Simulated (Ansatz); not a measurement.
Te: pressure against volume per atom

Periodic Kohn-Sham DFT of a crystal at fixed atoms; pressure and stress are positive in compression; the energy is the free energy less that of spherical unpolarised free atoms; site moments are those in the method's own spheres, positive along +z. The results are calculated, by Ansatz 0.2.0.

Cell of the first row (space group C2/m, No. 12):
```
cell vectors (Å)
   4.1477    -2.3228     0.0000
   4.1477     2.3228     0.0000
  -0.1278     0.0000     3.8766
atoms (fractions of the cell vectors)
Te  0.67600  0.67600  0.67500
Te  0.32400  0.32400  0.32500
Te  0.00000  0.00000  0.00000
```

Settings of every row: method frozen-core PAW; functional LDA; relativity scalar; k mesh 8x8x8; filling fermi-dirac; smearing width 0.05 eV; wave cutoff 420 eV; paw set soft_2.

Atom start moment: 0 on all atoms.

Limits: PAW files made with PBE; no spin-orbit coupling on heavy atoms.

```
row  volume per atom (Å³)  pressure (GPa)
  1                24.898          10.739
  2                25.428           8.516
  3                25.958               ?
  4                26.223            5.59
  5                26.488           4.713
  6                26.752            3.88
  7                27.017           3.091
  8                27.547           1.631
  9                28.077           0.318
```

Question: what pressure should row 3 give?

Worked fit of pressure. Take u = (V_r/V)^(2/3) − 1 with V_r = 26.62 Å³ an atom, which is twice the finite (Eulerian) strain; such expansions in the strain, on which the Birch-Murnaghan equation of state is built, carry the rest volume and the bulk modulus. The shown rows have u = 0.04559, 0.03101, 0.01007, 0.00332, -0.00329, -0.00982, -0.02256, -0.0349. Least squares give pressure = 4.291 + 125.523 × u + 340.95 × u² + 175 × u³ GPa; a parabola predicts inner rows, each left out in turn, worse (root mean square 0.003 against 0.0014 GPa). The rows lie off it by 0.000, -0.001, 0.000, 0.001, -0.002, 0.000, 0.000, 0.000. The withheld row has u = 0.01693, so the fit gives 4.291 + 125.523 × (0.01693) + 340.95 × (0.01693)² + 175 × (0.01693)³ = 6.515 GPa.

The calculation gave 6.515 GPa. The fit meets it to the printed digit.
